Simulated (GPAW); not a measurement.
A run of GPAW 26.7.0 is set up as follows.

Contents of run.py:

```python
from ase import Atoms
from ase.calculators.mixing import SumCalculator
from ase.dft.bandgap import bandgap
from ase.io import write
from ase.units import GPa
from dftd4.ase import DFTD4
from gpaw import GPAW, PW

atoms = Atoms(['W', 'W', 'W', 'W', 'C', 'C', 'C', 'C'],
              cell=[[4.72399447, 0.0, 0.0],
                    [0.0, 4.72399447, 0.0],
                    [0.0, 0.0, 4.72399447]],
              scaled_positions=[[0.0, 0.0, 0.0],
                                [0.0, 0.5, 0.5],
                                [0.5, 0.0, 0.5],
                                [0.5, 0.5, 0.0],
                                [0.5, 0.0, 0.0],
                                [0.0, 0.5, 0.0],
                                [0.0, 0.0, 0.5],
                                [0.5, 0.5, 0.5]],
              pbc=True)

calc = GPAW(mode=PW(800),
            xc='RPBE',
            kpts={'size': (6, 6, 6), 'gamma': True},
            occupations={'name': 'methfessel-paxton', 'order': 0, 'width': 0.05},
            nbands=63,
            convergence={'density': 1e-05, 'energy': 1e-05},
            maxiter=150,
            txt='gpaw.txt')
atoms.calc = SumCalculator([calc, DFTD4(method='rpbe')])
energy = atoms.get_potential_energy()
forces = atoms.get_forces()
stress = atoms.get_stress()
calc.write('gs.gpw')
write('result.traj', atoms)
print(f'Energy: {energy:.6f} eV')
print('Forces (eV/A):')
print(forces.round(4))
print('Stress (GPa):', (stress / GPa).round(3))
print('Fermi level:', round(calc.get_fermi_level(), 4), 'eV')
print(f'Gap: {bandgap(calc)[0]:.4f} eV, direct: {bandgap(calc, direct=True)[0]:.4f} eV')

path = atoms.cell.bandpath('GXMGRX,MR', npoints=60, eps=1e-4)
bs_calc = calc.fixed_density(kpts=path, symmetry='off', nbands=89,
                             convergence={'bands': 'CBM+6.0', 'eigenstates': 1e-6}, txt='bands.txt')
bs = bs_calc.band_structure()
bs.write('bs.json')
print(f'Gap on the path: {bandgap(bs_calc)[0]:.4f} eV')
```

Potentials or basis: the program's PAW data sets (release 1.2.1) made for this functional, pw.

Launch:

```sh
$ OMP_NUM_THREADS=1 python run.py
```

Estimate the pressure.

-56.1 GPa.

Estimate the band gap along the path.

none (metal or under the smearing width).

Levels at the corners of the path, in eV from the Fermi level:
| point | band 32 | band 33 | band 34 | band 35 | band 36 | band 37 | band 38 | band 39 | band 40 | band 41 |
| --- | --- | --- | --- | --- | --- | --- | --- | --- | --- | --- |
| Γ | -2.10 | -2.05 | -2.05 | -2.05 | -0.81 | -0.81 | -0.69 | -0.69 | -0.69 | 0.46 |
| X | -2.69 | -2.69 | -2.69 | -0.22 | -0.22 | 0.34 | 0.34 | 0.34 | 0.34 | 1.42 |
| M | -4.75 | -0.39 | -0.39 | -0.39 | -0.39 | 0.83 | 0.83 | 0.83 | 0.83 | 1.56 |
| Γ | -2.10 | -2.05 | -2.05 | -2.05 | -0.81 | -0.81 | -0.69 | -0.69 | -0.69 | 0.46 |
| R | -5.14 | 0.60 | 0.60 | 0.60 | 0.60 | 0.60 | 0.60 | 0.60 | 0.60 | 1.51 |
| X | -2.69 | -2.69 | -2.69 | -0.22 | -0.22 | 0.34 | 0.34 | 0.34 | 0.34 | 1.42 |
| M | -4.75 | -0.39 | -0.39 | -0.39 | -0.39 | 0.83 | 0.83 | 0.83 | 0.83 | 1.56 |
| R | -5.14 | 0.60 | 0.60 | 0.60 | 0.60 | 0.60 | 0.60 | 0.60 | 0.60 | 1.51 |

Caveat: the cell as given lies far from equilibrium; so large a pressure means that the cell lies far from this level's equilibrium, or that cutoff or potentials fall short; spin-orbit coupling is left out, which moves the levels of the heavy elements; pairwise dispersion overbinds metals, which lowers pressure and volume.
